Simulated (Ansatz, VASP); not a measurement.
# NbC (Niobocarbide) in VASP and in Ansatz

The input INCAR:

```
ALGO = Normal
EDIFF = 1E-7
ENCUT = 520
GGA = PE
ISIF = 2
ISMEAR = -1
LASPH = T
LCHARG = F
LREAL = F
LWAVE = F
NBANDS = 16
NELM = 100
PREC = Accurate
SIGMA = 0.05
```

KPOINTS

```
k-points
0
Gamma
  10 10 10
```

The input POSCAR:

```
NbC
1.0
    0.0000000000      2.1889341392      2.1889341392
    2.1889341392      0.0000000000      2.1889341392
    2.1889341392      2.1889341392      0.0000000000
Nb C
1 1
Direct
    0.0000000000      0.0000000000      0.0000000000
    0.5000000000      0.5000000000      0.5000000000
```

File input.yaml:

```yaml
crystal:
  lattice:
    - [0.0, 2.1889341392, 2.1889341392]
    - [2.1889341392, 0.0, 2.1889341392]
    - [2.1889341392, 2.1889341392, 0.0]
  atoms:
    - { symbol: Nb, position: [0.0, 0.0, 0.0] }
    - { symbol: C, position: [0.5, 0.5, 0.5] }
hamiltonian:
  xc: pbe
  pseudopotentials: { kind: paw }
kpoints:
  mp_grid: { grid: [10, 10, 10] }
scf:
  occupations: { method: fermi_dirac, width: 0.05 }
output:
  forces: true
  stress: true
  eigenvalues: true
  write_density: true
  write_potential: true
  elf: true
  volumetric_format: npy
```

Change from the starting cell: volume scaled by 0.94.

Alike in both runs: task single point; functional PBE; k mesh 10 × 10 × 10; occupations fermi-dirac, width 0.05 eV; no spin polarisation.

```csv
,VASP,Ansatz
version,VASP 6.6.1,Ansatz 0.2.0
potentials or method,"VASP PAW PBE potentials, release 64 (Nb_sv, C)",Ansatz PAW
plane-wave cutoff (eV),520,420
valence electrons in the cell,17,17
```

Ansatz gave:

* gap on the k mesh at the Fermi level (eV): none
* pressure (GPa): 25.3

Q: Which values does VASP return?

A: gap on the k mesh at the Fermi level (eV): none; pressure (GPa): 24.7.

A gap of «none» marks a metal or a gap that the smearing closes. The functional is the same, so the differences come from potentials, cutoffs and numerics.
